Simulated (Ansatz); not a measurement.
# MoS2 (R-3m): one cell, many starting occupations (series 2), part 2 of 2

Aim: start the open shells of MoS2 (R-3m) from different occupation matrices at one fixed cell, and see in which states the SCF ends. Cell and atoms stay fixed.

Ansatz 0.2.0; DFT LDA+U (U_eff = 2 eV on Mo d), plane waves, PAW. The steps go on from the part before.

## 5. Random orbitals: fully mixed, one electron fewer

The COD entry's cell or inner coordinates are ideal or old and differ from later refinements, so a difference from it is no clean test against experiment.

Contents of input.yaml:

```yaml
crystal:
  lattice:
    - [1.58550029, 0.91538902, 6.11499825]
    - [-1.58550029, -0.91538902, 12.2299965]
    - [0.0, -3.66155608, 12.2299965]
  atoms:
    - { symbol: Mo, position: [0.0, 0.0, 0.0], spin: 1.0 }
    - { symbol: S, position: [0.75, 0.75, 0.0] }
    - { symbol: S, position: [0.25, 0.25, 0.0] }
    - { symbol: Mo, position: [0.0, 0.0, 0.5], spin: -1.0 }
    - { symbol: S, position: [0.75, 0.75, 0.5] }
    - { symbol: S, position: [0.25, 0.25, 0.5] }
basis:
  ecutwfc: 420
  ecutrho_ratio: 4
kpoints:
  mp_grid: { grid: [7, 7, 7] }
hamiltonian:
  xc: lda
  hubbard:
    sites:
      - { site: 0, l: d, u_eff: 2.0, starting_ns: [{ spin: up, occupation_matrix: s0up }, { spin: down, occupation_matrix: s0down }] }
      - { site: 3, l: d, u_eff: 2.0, starting_ns: [{ spin: up, occupation_matrix: s3up }, { spin: down, occupation_matrix: s3down }] }
    occupation_matrices:
      s0up:
        matrix:
          - [0.1234, -0.16607, -0.16607, -0.1034, -0.14727]
          - [-0.16607, 0.28672, 0.26672, 0.16607, 0.23653]
          - [-0.16607, 0.26672, 0.28672, 0.16607, 0.23653]
          - [-0.1034, 0.16607, 0.16607, 0.1234, 0.14727]
          - [-0.14727, 0.23653, 0.23653, 0.14727, 0.22975]
      s0down:
        matrix:
          - [0.02, 0.0, 0.0, 0.0, 0.0]
          - [0.0, 0.02, 0.0, 0.0, 0.0]
          - [0.0, 0.0, 0.02, 0.0, 0.0]
          - [0.0, 0.0, 0.0, 0.02, 0.0]
          - [0.0, 0.0, 0.0, 0.0, 0.02]
      s3up:
        matrix:
          - [0.02, 0.0, 0.0, 0.0, 0.0]
          - [0.0, 0.02, 0.0, 0.0, 0.0]
          - [0.0, 0.0, 0.02, 0.0, 0.0]
          - [0.0, 0.0, 0.0, 0.02, 0.0]
          - [0.0, 0.0, 0.0, 0.0, 0.02]
      s3down:
        matrix:
          - [0.1234, -0.16607, -0.16607, -0.1034, -0.14727]
          - [-0.16607, 0.28672, 0.26672, 0.16607, 0.23653]
          - [-0.16607, 0.26672, 0.28672, 0.16607, 0.23653]
          - [-0.1034, 0.16607, 0.16607, 0.1234, 0.14727]
          - [-0.14727, 0.23653, 0.23653, 0.14727, 0.22975]
    ns_hold: { iters: 12 }
scf:
  occupations: { method: gaussian, width: 0.05 }
  lower_state_search: "off"
  max_iter: 150
output:
  forces: true
  stress: true
  eigenvalues: true
  populations: true
  hubbard: { sites: [{ site: 0, l: d }, { site: 3, l: d }] }
magnetization:
  spin_polarized: true
```

The typed matrices are held for 12 cycles.

Command:

```
$ ansatz run input.yaml --threads 4 --pin off --max-ram 6144MiB --backend cpu --events-out ev --progress --plain --runs-dir out
```

What it wrote, shortened:

```text
Warning: crystal.symmetry: narrowed to the stabiliser of the occupation matrices — unitary ops 4 → 2, anti-unitary 4 → 2; lowered by the specified shells (site 0, l: d), (site 3, l: d); largest admitted image defect 1.1e-16, smallest excluded 2.3e-1 — at a splitting's scale: the group the [...]
Warning: RAYON_NUM_THREADS=4 ignored (pool sized by the plan → 4); use --threads N
[...]
Mo: projections on atomic orbitals take those of the free atom [Ar 3d10] 4s2 4p6 4d5 5s1, of charge +0.00 (hamiltonian.pseudopotentials.projection_atoms); the dataset's partial waves leave at most 6.0e-6 of an orbital's norm unspanned inside its sphere
S: projections on atomic orbitals take those of the free atom [Ne] 3s2 3p4, of charge +0.00 (hamiltonian.pseudopotentials.projection_atoms); the dataset's partial waves leave at most 1.6e-7 of an orbital's norm unspanned inside its sphere
[...]
Pseudopotentials: kind: paw
Pseudopotential: Mo, paw, valence charge 14, recommended cutoff 420 eV (normal), Mo.paw.azcp
Pseudopotential: S, paw, valence charge 6, recommended cutoff 420 eV (normal), S.paw.azcp
Functional definition: SPW92
[...]
Crystal: 6 atoms, lattice volume = 106.500 Å³
Basis set: ecut = 420 eV, 2069 PW (Γ), FFT grids on a1, a2−a3, −2a1+a2
[...]
WARN: the starting moments were not kept: the SCF closed with an absolute magnetisation of 7.0e-6 μB, where they sum to 2 μB in size (2 sites). That is at most 0.1 of that sum. Measured as dr2_m measures the in/out step, that magnetisation stands 8.9e-12 eV from none, at or under the [...]
WARN: hamiltonian.hubbard: on 4 of 4 specified blocks the occupation matrix of this SCF's result fails the test of the specified filling. At site 0 ↑ (sites count from 0 in the list of atoms of the cell that this SCF solves) the least filled combination of the orbitals specified full has [...]
  Mo0 d_4D up     Tr n = 2.6014  λ = 0.465 0.467 0.543 0.561 0.564  [xy 0.51 Eg(1.00)/Ag(1.00) | x2-y2 0.48 Eg(1.00)/Bg(1.00) | z2 0.87 A1g(0.87)/Ag(1.00) | xz 0.43 Eg(0.87)/Ag(1.00) | yz 0.48 Eg(1.00)/Bg(1.00)]
  Mo0 d_4D dn     Tr n = 2.6014  λ = 0.465 0.467 0.543 0.561 0.564  [xy 0.51 Eg(1.00)/Ag(1.00) | x2-y2 0.48 Eg(1.00)/Bg(1.00) | z2 0.87 A1g(0.87)/Ag(1.00) | xz 0.43 Eg(0.87)/Ag(1.00) | yz 0.48 Eg(1.00)/Bg(1.00)]
  specified occupation → Mo0 d_4D up: matrix, ‖Δ‖_F = 1.0666, Tr Δ = -1.5514, displaced = 1.1857, d_λ = 1.0628; orbital distance = 1.3896
  specified occupation → Mo0 d_4D dn: matrix, ‖Δ‖_F = 1.1231, Tr Δ = -2.5014, displaced = 1.2507, d_λ = 1.1231; orbital distance = 0.0000
  Mo3 d_4D: site group D3d (-3m); on the run's cell C2h (2/m)
  Mo3 d_4D up     Tr n = 2.6014  λ = 0.465 0.467 0.543 0.561 0.564  [xy 0.51 Eg(1.00)/Ag(1.00) | x2-y2 0.48 Eg(1.00)/Bg(1.00) | z2 0.87 A1g(0.87)/Ag(1.00) | xz 0.43 Eg(0.87)/Ag(1.00) | yz 0.48 Eg(1.00)/Bg(1.00)]
  Mo3 d_4D dn     Tr n = 2.6014  λ = 0.465 0.467 0.543 0.561 0.564  [xy 0.51 Eg(1.00)/Ag(1.00) | x2-y2 0.48 Eg(1.00)/Bg(1.00) | z2 0.87 A1g(0.87)/Ag(1.00) | xz 0.43 Eg(0.87)/Ag(1.00) | yz 0.48 Eg(1.00)/Bg(1.00)]
  specified occupation → Mo3 d_4D up: matrix, ‖Δ‖_F = 1.1231, Tr Δ = -2.5014, displaced = 1.2507, d_λ = 1.1231; orbital distance = 0.0000
  specified occupation → Mo3 d_4D dn: matrix, ‖Δ‖_F = 1.0666, Tr Δ = -1.5514, displaced = 1.1857, d_λ = 1.0628; orbital distance = 1.3896
  Tr n, λ and their labels are of the run-group-symmetrised matrices; stabiliser: 16 of 16 elements of G0×{1,Θ} (closed), max defect 3.8e-6 at τ = 5.8e-5
```

It took 53 s on 4 threads of Arm Neoverse V1, shared host; peak memory 1.3 GiB.

It ends with no gap, pressure 0.1 GPa, no moment over 0.05 μB in any sphere, largest force component 0.55 eV/Å, 2 symmetry operations imposed. The program reports that the typed filling wasn't kept.

The shells' filling, with natural orbitals sorted by occupation:

```csv
shell,channel,electrons,over 0.8,0.2 to 0.8,under 0.2
Mo 4d (atom 1),up,2.60,0,5,0
Mo 4d (atom 1),down,2.60,0,5,0
```

## 6. Random orbitals: drawn by pairs, first filling

Changes to input.yaml since step 5:

```diff
@@ -6,6 +6,6 @@
   atoms:
-    - { symbol: Mo, position: [0.0, 0.0, 0.0], spin: 1.0 }
+    - { symbol: Mo, position: [0.0, 0.0, 0.0], spin: 2.0 }
     - { symbol: S, position: [0.75, 0.75, 0.0] }
     - { symbol: S, position: [0.25, 0.25, 0.0] }
-    - { symbol: Mo, position: [0.0, 0.0, 0.5], spin: -1.0 }
+    - { symbol: Mo, position: [0.0, 0.0, 0.5], spin: -2.0 }
     - { symbol: S, position: [0.75, 0.75, 0.5] }
@@ -26,7 +26,7 @@
         matrix:
-          - [0.1234, -0.16607, -0.16607, -0.1034, -0.14727]
-          - [-0.16607, 0.28672, 0.26672, 0.16607, 0.23653]
-          - [-0.16607, 0.26672, 0.28672, 0.16607, 0.23653]
-          - [-0.1034, 0.16607, 0.16607, 0.1234, 0.14727]
-          - [-0.14727, 0.23653, 0.23653, 0.14727, 0.22975]
+          - [0.73413, -0.41042, 0.0, 0.0, 0.0]
+          - [-0.41042, 0.25587, 0.0, 0.0, 0.0]
+          - [0.0, 0.0, 0.02, 0.0, 0.0]
+          - [0.0, 0.0, 0.0, 0.97, 0.0]
+          - [0.0, 0.0, 0.0, 0.0, 0.02]
       s0down:
@@ -47,7 +47,7 @@
         matrix:
-          - [0.1234, -0.16607, -0.16607, -0.1034, -0.14727]
-          - [-0.16607, 0.28672, 0.26672, 0.16607, 0.23653]
-          - [-0.16607, 0.26672, 0.28672, 0.16607, 0.23653]
-          - [-0.1034, 0.16607, 0.16607, 0.1234, 0.14727]
-          - [-0.14727, 0.23653, 0.23653, 0.14727, 0.22975]
+          - [0.495, 0.0, 0.0, 0.475, 0.0]
+          - [0.0, 0.25587, -0.41042, 0.0, 0.0]
+          - [0.0, -0.41042, 0.73413, 0.0, 0.0]
+          - [0.475, 0.0, 0.0, 0.495, 0.0]
+          - [0.0, 0.0, 0.0, 0.0, 0.02]
     ns_hold: { iters: 12 }
```

The typed matrices put 0.97 on the chosen orbitals and 0.02 on the others, and are held for 12 cycles.

Command:

```
$ ansatz run input.yaml --threads 4 --pin off --max-ram 6144MiB --backend cpu --events-out ev --progress --plain --runs-dir out
```

What it wrote, shortened:

```text
Warning: crystal.symmetry: narrowed to the stabiliser of the occupation matrices — unitary ops 4 → 2, anti-unitary 4 → 0; lowered by the specified shells (site 0, l: d), (site 3, l: d); largest admitted image defect 4.4e-16, smallest excluded 7.1e-1 — at a splitting's scale: the group the [...]
Warning: RAYON_NUM_THREADS=4 ignored (pool sized by the plan → 4); use --threads N
[...]
Mo: projections on atomic orbitals take those of the free atom [Ar 3d10] 4s2 4p6 4d5 5s1, of charge +0.00 (hamiltonian.pseudopotentials.projection_atoms); the dataset's partial waves leave at most 6.0e-6 of an orbital's norm unspanned inside its sphere
S: projections on atomic orbitals take those of the free atom [Ne] 3s2 3p4, of charge +0.00 (hamiltonian.pseudopotentials.projection_atoms); the dataset's partial waves leave at most 1.6e-7 of an orbital's norm unspanned inside its sphere
[...]
[... 4 set-up lines as earlier in the session ...]
[...]
Crystal: 6 atoms, lattice volume = 106.500 Å³
Basis set: ecut = 420 eV, 2069 PW (Γ), FFT grids on a1, a2−a3, −2a1+a2
[...]
WARN: the starting moments were not kept: the SCF closed with an absolute magnetisation of 1.7e-5 μB, where they sum to 4 μB in size (2 sites). That is at most 0.1 of that sum. Measured as dr2_m measures the in/out step, that magnetisation stands 6.7e-11 eV from none, at or under the [...]
WARN: hamiltonian.hubbard: on 4 of 4 specified blocks the occupation matrix of this SCF's result fails the test of the specified filling. At site 0 ↑ (sites count from 0 in the list of atoms of the cell that this SCF solves) the least filled combination of the orbitals specified full has [...]
  Mo0 d_4D up     Tr n = 2.6014  λ = 0.465 0.467 0.543 0.561 0.564  [xy 0.51 Eg(1.00)/Ag(1.00) | x2-y2 0.48 Eg(1.00)/Bg(1.00) | z2 0.87 A1g(0.87)/Ag(1.00) | xz 0.43 Eg(0.87)/Ag(1.00) | yz 0.48 Eg(1.00)/Bg(1.00)]
  Mo0 d_4D dn     Tr n = 2.6014  λ = 0.465 0.467 0.543 0.561 0.564  [xy 0.51 Eg(1.00)/Ag(1.00) | x2-y2 0.48 Eg(1.00)/Bg(1.00) | z2 0.87 A1g(0.87)/Ag(1.00) | xz 0.43 Eg(0.87)/Ag(1.00) | yz 0.48 Eg(1.00)/Bg(1.00)]
  specified occupation → Mo0 d_4D up: matrix, ‖Δ‖_F = 1.0764, Tr Δ = -0.6014, displaced = 1.1996, d_λ = 1.0023; orbital distance = 1.5562
  specified occupation → Mo0 d_4D dn: matrix, ‖Δ‖_F = 1.1231, Tr Δ = -2.5014, displaced = 1.2507, d_λ = 1.1231; orbital distance = 0.0000
  Mo3 d_4D: site group D3d (-3m); on the run's cell C2h (2/m)
  Mo3 d_4D up     Tr n = 2.6014  λ = 0.465 0.467 0.543 0.561 0.564  [xy 0.51 Eg(1.00)/Ag(1.00) | x2-y2 0.48 Eg(1.00)/Bg(1.00) | z2 0.87 A1g(0.87)/Ag(1.00) | xz 0.43 Eg(0.87)/Ag(1.00) | yz 0.48 Eg(1.00)/Bg(1.00)]
  Mo3 d_4D dn     Tr n = 2.6014  λ = 0.465 0.467 0.543 0.561 0.564  [xy 0.51 Eg(1.00)/Ag(1.00) | x2-y2 0.48 Eg(1.00)/Bg(1.00) | z2 0.87 A1g(0.87)/Ag(1.00) | xz 0.43 Eg(0.87)/Ag(1.00) | yz 0.48 Eg(1.00)/Bg(1.00)]
  specified occupation → Mo3 d_4D up: matrix, ‖Δ‖_F = 1.1231, Tr Δ = -2.5014, displaced = 1.2507, d_λ = 1.1231; orbital distance = 0.0000
  specified occupation → Mo3 d_4D dn: matrix, ‖Δ‖_F = 1.0710, Tr Δ = -0.6014, displaced = 1.1927, d_λ = 1.0023; orbital distance = 1.5606
  Tr n, λ and their labels are of the run-group-symmetrised matrices; stabiliser: 16 of 16 elements of G0×{1,Θ} (closed), max defect 1.2e-5 at τ = 1.2e-4
```

It took 88 s on 4 threads of Arm Neoverse V1, shared host; peak memory 1.3 GiB.

It ends with no gap, pressure 0.1 GPa, no moment over 0.05 μB in any sphere, largest force component 0.55 eV/Å, 2 symmetry operations imposed. The program reports that the typed filling wasn't kept.

The shells' filling, with natural orbitals sorted by occupation:

```csv
shell,channel,electrons,over 0.8,0.2 to 0.8,under 0.2
Mo 4d (atom 1),up,2.60,0,5,0
Mo 4d (atom 1),down,2.60,0,5,0
```

## 7. The states in order of energy

This closing draws on all 2 parts.

Energies count from the lowest free state and have the smearing extrapolated to zero.

| start | energy (meV/atom) | gap (eV) | pressure (GPa) | largest moment (μB) | SCF cycles | time |
| --- | --- | --- | --- | --- | --- | --- |
| random orbitals: fully mixed, first filling (earlier series) | 0.0 | metal | 0.1 | 0.00 | 31 | 51 s |
| random orbitals: fully mixed, first filling | 0.0 | metal | 0.1 | 0.00 | 31 | 48 s |
| random orbitals: fully mixed, one electron fewer | 0.0 | metal | 0.1 | 0.00 | 33 | 53 s |
| random orbitals: single harmonics, first filling | 0.0 | metal | 0.1 | 0.00 | 34 | 94 s |
| random orbitals: drawn by pairs, first filling | 0.0 | metal | 0.1 | 0.00 | 33 | 88 s |
| random orbitals: single harmonics, second filling | 0.0 | metal | 0.1 | 0.00 | 33 | 85 s |

The 6 free runs end within about 1 meV/atom of each other. The lowest state found need not be the ground state, and the geometry wasn't relaxed for any of them.
